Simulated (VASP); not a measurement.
# Pt (Fm-3m) in VASP: notebook

Runs on Pt. Level: PBE. Tasks: relaxation of cell and atoms.

Everything below comes from runs of VASP 6.6.1. Logs are shortened: lines on timing, memory, paths and dates and some standing lists are left out, and cuts for length are marked.

## 1. The crystal as given

The structure is cubic, space group Fm-3m (No. 225). Conventional cell: a = 3.922 Å, b = 3.922 Å, c = 3.922 Å, α = 90.00°, β = 90.00°, γ = 90.00°. Pt (site symmetry m-3m) is surrounded by 12 Pt at 2.77 Å.

## 2. Relaxation of cell and atoms, PBE

File INCAR:

```
PREC     = Accurate       # precision mode
ENCUT    = 350            # plane-wave cutoff, eV
EDIFF    = 1E-7           # SCF threshold, eV
ISMEAR   = 0              # smearing method
SIGMA    = 0.1            # smearing width, eV
LREAL    = F              # projectors in reciprocal space
LASPH    = T              # aspherical terms in the spheres
NELM     = 60             # most SCF steps
ALGO     = Normal         # electronic algorithm
ISIF     = 3              # what is computed and relaxed
LWAVE    = F              # write WAVECAR
LCHARG   = F              # write CHGCAR
GGA      = PE             # functional
IBRION   = 2              # ionic algorithm
NSW      = 80             # ionic steps
EDIFFG   = -0.002         # ionic threshold
```

File KPOINTS:

```
regular mesh
0
Gamma
  18 18 18
```

File POSCAR:

```
Pt
1.0
    0.0000000000      1.9609000000      1.9609000000
    1.9609000000      0.0000000000      1.9609000000
    1.9609000000      1.9609000000      0.0000000000
Pt
1
Direct
    0.0000000000      0.0000000000      0.0000000000
```

Potentials or basis: VASP PAW PBE potentials, release 64 (Pt).

Launch:

```bash
$ cat potpaw_PBE.64/Pt/POTCAR > POTCAR
$ mpirun -np 1 vasp_std > vasp.out
```

OUTCAR:

```text
PREC = Accurate
   ENCUT = 350
   EDIFF = 1E-7
   ISMEAR = 0
   LREAL = F
   LASPH = T
   NELM = 60
   ISIF = 3
   GGA = PE
   IBRION = 2
   NSW = 80
   EDIFFG = -0.002

 ion  position               nearest neighbor table
   1  0.000  0.000  0.000-

  LATTYP: Found a face centered cubic cell.
 ALAT       =     3.9218000000

  Lattice vectors:

 A1 = (   0.0000000000,   1.9609000000,   1.9609000000)
 A2 = (   1.9609000000,   0.0000000000,   1.9609000000)
 A3 = (   1.9609000000,   1.9609000000,   0.0000000000)

Analysis of symmetry for initial positions (statically):
=====================================================================
 Subroutine PRICEL returns:
 Original cell was already a primitive cell.

 Routine SETGRP: Setting up the symmetry group for a
 face centered cubic supercell.

 Subroutine GETGRP returns: Found 48 space group operations
 (whereof 48 operations were pure point group operations)
 out of a pool of 48 trial point group operations.

The static configuration has the point symmetry O_h .

Analysis of symmetry for dynamics (positions and initial velocities):
=====================================================================
 Subroutine PRICEL returns:
 Original cell was already a primitive cell.

 Routine SETGRP: Setting up the symmetry group for a
 face centered cubic supercell.

 Subroutine GETGRP returns: Found 48 space group operations
 (whereof 48 operations were pure point group operations)
 out of a pool of 48 trial point group operations.

The dynamic configuration has the point symmetry O_h .

 Subroutine INISYM returns: Found 48 space group operations
 (whereof 48 operations are pure point group operations),
 and found     1 'primitive' translations

----------------------------------------------------------------------------------------

                                     Primitive cell

  volume of cell :      15.0798

  direct lattice vectors                    reciprocal lattice vectors
     0.000000000  1.960900000  1.960900000    -0.254984956  0.254984956  0.254984956
     1.960900000  0.000000000  1.960900000     0.254984956 -0.254984956  0.254984956
     1.960900000  1.960900000  0.000000000     0.254984956  0.254984956 -0.254984956

  length of vectors
     2.773131374  2.773131374  2.773131374     0.441646899  0.441646899  0.441646899

  position of ions in fractional coordinates (direct lattice)
     0.000000000  0.000000000  0.000000000

  ion indices of the primitive-cell ions
   primitive index   ion index
                 1           1

----------------------------------------------------------------------------------------

 KPOINTS: regular mesh

Automatic generation of k-mesh.
 Grid dimensions read from file:
 generate k-points for:   18   18   18

 Generating k-lattice:

  Cartesian coordinates                     Fractional coordinates (reciprocal lattice)
    -0.014165831  0.014165831  0.014165831     0.055555556  0.000000000  0.000000000
     0.014165831 -0.014165831  0.014165831     0.000000000  0.055555556  0.000000000
     0.014165831  0.014165831 -0.014165831     0.000000000  0.000000000  0.055555556

  Length of vectors
     0.024535939  0.024535939  0.024535939

  Shift w.r.t. Gamma in fractional coordinates (k-lattice)
     0.000000000  0.000000000  0.000000000

 Subroutine IBZKPT returns following result:
 ===========================================

 Found    195 irreducible k-points:

 Following reciprocal coordinates:
            Coordinates               Weight
  0.000000  0.000000  0.000000      1.000000
  0.055556  0.000000  0.000000      8.000000
  0.111111  0.000000  0.000000      8.000000
  0.166667  0.000000  0.000000      8.000000
  0.222222  0.000000  0.000000      8.000000
  0.277778  0.000000  0.000000      8.000000
[... 16 lines left out ...]
 -0.277778  0.055556  0.000000     24.000000
 -0.222222  0.055556  0.000000     24.000000
 [... further k-points ...]
   k-points           NKPTS =    195   k-points in BZ     NKDIM =    195   number of bands    NBANDS=      9
   number of dos      NEDOS =    301   number of ions     NIONS =      1
   total plane-waves  NPLWV =   5832
   dimension x,y,z NGX =    18 NGY =   18 NGZ =   18
   dimension x,y,z NGXF=    36 NGYF=   36 NGZF=   36
   ions per type =               1
   NGX,Y,Z   is equivalent  to a cutoff of  10.79, 10.79, 10.79 a.u.
   NGXF,Y,Z  is equivalent  to a cutoff of  21.58, 21.58, 21.58 a.u.
 SYSTEM =  unknown system
   PREC   = accura    normal or accurate (medium, high low for compatibility)
   ISTART =      0    job   : 0-new  1-cont  2-samecut
   ICHARG =      2    charge: 1-file 2-atom 10-const
   ISPIN  =      1    spin polarized calculation?
   LNONCOLLINEAR =      F non collinear calculations
   LSORBIT =      F    spin-orbit coupling
   LASPH  =      T    aspherical Exc in radial PAW
   ENCUT  =  350.0 eV  25.72 Ry    5.07 a.u.   4.23  4.23  4.23*2*pi/ulx,y,z
   NELM   =     60;   NELMIN=  2; NELMDL= -5     # of ELM steps
   EDIFF  = 0.1E-06   stopping-criterion for ELM
   LREAL  =      F    real-space projection
   EDIFFG = -.2E-02   stopping-criterion for IOM
   NSW    =     80    number of steps for IOM
   IBRION =      2    ionic relax: 0-MD 1-quasi-New 2-CG
   NFREE  =      1    steps in history (QN), initial steepest desc. (CG)
   ISIF   =      3    stress and relaxation
   ISYM   =      2    0-nonsym 1-usesym 2-fastsym
   POTIM  = 0.5000    time-step for ionic-motion
   TEBEG  =    0.0;   TEEND  =   0.0 temperature during run
   PSTRESS=    0.0 pullay stress
   NELECT =      10.0000    total number of electrons
   NUPDOWN=      -1.0000    fix difference up-down
   EMIN   =  10.00;   EMAX   =-10.00  energy-range for DOS
   EFERMI =   0.00;   METHOD = LEGACY
   ISMEAR =     0;   SIGMA  =   0.10  broadening in eV -4-tet -1-fermi 0-gaus
   EFERMI_NEDOS =   21; number of points for ismear=-14 and -15
   IALGO  =     38    algorithm
   IMIX   =      4    mixing-type and parameters
     AMIX     =   0.40;   BMIX     =  1.00
     AMIX_MAG =   1.60;   BMIX_MAG =  1.00
  volume/ion in A,a.u.               =      15.08       101.76
  Fermi-wavevector in a.u.,A,eV,Ry     =   1.427609  2.697791 27.729605  2.038068
  Thomas-Fermi vector in A             =   2.547760
   LORBIT       =      0    0 simple, 1 ext, 2 COOP (PROOUT), +10 PAW based schemes
   GGA     = PE    functional components
   LHFCALC =     F    Hartree Fock is set to
   AEXX    =    0.0000 exact exchange contribution
   IVDW    =     0    specifies the selected vdW correction
   LEPSILON=     F    determine dielectric tensor
   LRPA    =     F    only Hartree local field effects (RPA)
 conjugate gradient relaxation of ions
 non-spin polarized calculation
 Gauss-broadening in eV      SIGMA  =   0.10
  energy-cutoff  :      350.00
  volume of cell :       15.08
 maximum number of plane-waves:       238
 NGX is ok and might be reduce to    18
   NGX =  9   NGY =  9   NGZ =  9

--------------------------------------- Ionic step        1  -------------------------------------------

 number of electron      10.0000005 magnetization

 Free energy of the ion-electron system (eV)
  ---------------------------------------------------
  ext. energy  EPLUGINS =         0.00000000
  ---------------------------------------------------
  free energy    TOTEN  =        -6.08331510 eV

  energy without entropy =       -6.07265039  energy(sigma->0) =       -6.07798274

------------------------ aborting loop because EDIFF is reached ----------------------------------------

  FORCE on cell =-STRESS in cart. coord.  units (eV):
  Direction    XX          YY          ZZ          XY          YZ          ZX
  --------------------------------------------------------------------------------------
  -------------------------------------------------------------------------------------
  Total        0.8319883      0.8319883      0.8319883      0.0000000      0.0000000      0.0000000
  in kB       88.3957644     88.3957644     88.3957644      0.0000000      0.0000000      0.0000000
  external PRESSURE =      88.3957644 kB  Pullay stress =       0.0000000 kB
[... 20 lines left out ...]
  energy  without entropy=       -6.0726503903  energy(sigma->0) =       -6.07798274

--------------------------------------- Ionic step        2  -------------------------------------------

 number of electron      10.0000005 magnetization

 E-fermi :   9.1369     XC(G=0): -12.7909

 val. band max:        9.1366986011   @ k =   0.5000   0.0000   0.0000
 cond. band min:       9.1373342271   @ k =   0.4444   0.1111   0.0000
 fundamental gap:      0.0006356260
 Fermi energy:         9.1369304581

 k-point     1 :       0.0000    0.0000    0.0000
  band No.  band energies     occupation
      1       0.1799      2.00000
      2       6.0155      2.00000
      3       6.0155      2.00000
      4       6.0155      2.00000
      5       7.7862      2.00000
      6       7.7862      2.00000
      7      24.0280      0.00000
      8      28.3343      0.00000
      9      28.3343      0.00000
[... 343 lines left out ...]
  energy  without entropy=       -6.0850371968  energy(sigma->0) =       -6.09064264

--------------------------------------- Ionic step        4  -------------------------------------------

 number of electron       9.9999999 magnetization

 Free energy of the ion-electron system (eV)
  ---------------------------------------------------
  ext. energy  EPLUGINS =         0.00000000
  ---------------------------------------------------
  free energy    TOTEN  =        -6.09626253 eV

  energy without entropy =       -6.08506791  energy(sigma->0) =       -6.09066522

 E-fermi :  10.6657     XC(G=0): -13.3010

 val. band max:       10.6655828653   @ k =  -0.3333   0.3889   0.1111
 cond. band min:      10.6769897984   @ k =   0.4444   0.1111   0.0000
 fundamental gap:      0.0114069331
 Fermi energy:        10.6656757452

 k-point     1 :       0.0000    0.0000    0.0000
  band No.  band energies     occupation
      1       0.7990      2.00000
      2       7.0675      2.00000
      3       7.0675      2.00000
      4       7.0675      2.00000
      5       9.1116      2.00000
      6       9.1116      2.00000
      7      25.3893      0.00000
      8      30.1751      0.00000
      9      30.1751      0.00000
[... 304 lines left out ...]
  FREE ENERGIE OF THE ION-ELECTRON SYSTEM (eV)
  ---------------------------------------------------
  free  energy   TOTEN  =        -6.0962625263 eV

  energy  without entropy=       -6.0850679117  energy(sigma->0) =       -6.09066522

 reached required accuracy - stopping structural energy minimisation
```

It used 78 s of CPU time on 1 thread of Intel(R) Xeon(R) Platinum 8175M CPU @ 2.50GHz (Skylake/Cascade Lake) (shared host), which was overloaded at the time.

Results:

```yaml
Free_energy: -6.0963 eV
Relaxed_volume: 15.57 Å³/atom
Relaxed_cell: a = 2.803 Å, b = 2.803 Å, c = 2.803 Å, α = 60.00°, β = 60.00°, γ = 60.00°
Space_group_after_relaxing_to_0.05_Å: Fm-3m (No. 225)
Energy_gained_by_relaxing: 12.9 meV/atom
Ionic_steps: 4
Pressure_after_relaxing: 0.0 GPa
Band_gap_on_the_k_mesh: none (metal or under the smearing width)
```

Step by step:
| step | energy change (eV) | largest force (eV/Å) | pressure (GPa) | volume (Å³) |
| --- | --- | --- | --- | --- |
| 1 | 0.0000 | 0.0000 | 8.84 | 15.08 |
| 2 | 0.0701 | 0.0000 | -17.21 | 16.97 |
| 3 | -0.0129 | 0.0000 | -0.26 | 15.58 |
| 4 | -0.0129 | 0.0000 | -0.02 | 15.57 |

Final structure:
```
Pt
1.0
     0.00000    1.98184    1.98184
     1.98184    0.00000    1.98184
     1.98184    1.98184    0.00000
Pt
1
Direct
  0.00000 0.00000 0.00000
```

The run has no spin-orbit coupling, so splittings on Pt are missing. PBE usually gives volumes a little too large and moduli too small.

## 3. Relaxation of cell and atoms, PBE

This run uses another cell than the first one, of 15.57 Å³/atom, 1.032 times its volume.

INCAR is that of step 2.

KPOINTS is that of step 2.

File POSCAR:

```
Pt                                      
1.0
    0.0000000000      1.9818389122      1.9818389122
    1.9818389122      0.0000000000      1.9818389122
    1.9818389122      1.9818389122     -0.0000000000
  Pt            
     1
Direct
     0.0000000000000000    0.0000000000000000    0.0000000000000000
```

Potentials or basis: VASP PAW PBE potentials, release 64 (Pt).

Launch:

```bash
$ cat potpaw_PBE.64/Pt/POTCAR > POTCAR
$ mpirun -np 1 vasp_std > vasp.out
```

It used 56 s of CPU time on 1 thread of Intel(R) Xeon(R) Platinum 8175M CPU @ 2.50GHz (Skylake/Cascade Lake), on a shared host, which was overloaded at the time.

It converged, with:

```yaml
Free_energy: -6.0990 eV
Relaxed_volume: 15.57 Å³/atom
Relaxed_cell: a = 2.803 Å, b = 2.803 Å, c = 2.803 Å, α = 60.00°, β = 60.00°, γ = 60.00°
Space_group_after_relaxing_to_0.05_Å: Fm-3m (No. 225)
Energy_gained_by_relaxing: 0.0 meV/atom
Ionic_steps: 3
Pressure_after_relaxing: 0.0 GPa
Band_gap_on_the_k_mesh: none (metal or under the smearing width)
```

Final structure:
```xyz
1
Lattice="0.0000 1.9820 1.9820 1.9820 0.0000 1.9820 1.9820 1.9820 0.0000" Properties=species:S:1:pos:R:3 pbc="T T T"
Pt    0.0000    0.0000    0.0000
```

Levels at points of the mesh, in eV from the Fermi level:
```csv
k point,band 2,band 3,band 4,band 5,band 6,band 7,band 8,band 9
"(0.00, 0.00, 0.00)",-3.60,-3.60,-3.60,-1.55,-1.55,14.72,19.51,19.51
"(0.50, 0.00, 0.00)",-3.66,-3.66,-0.34,0.03,0.03,5.60,14.28,18.76
"(0.50, 0.50, 0.00)",-6.29,0.00,0.46,0.46,1.84,8.53,11.29,11.29
```
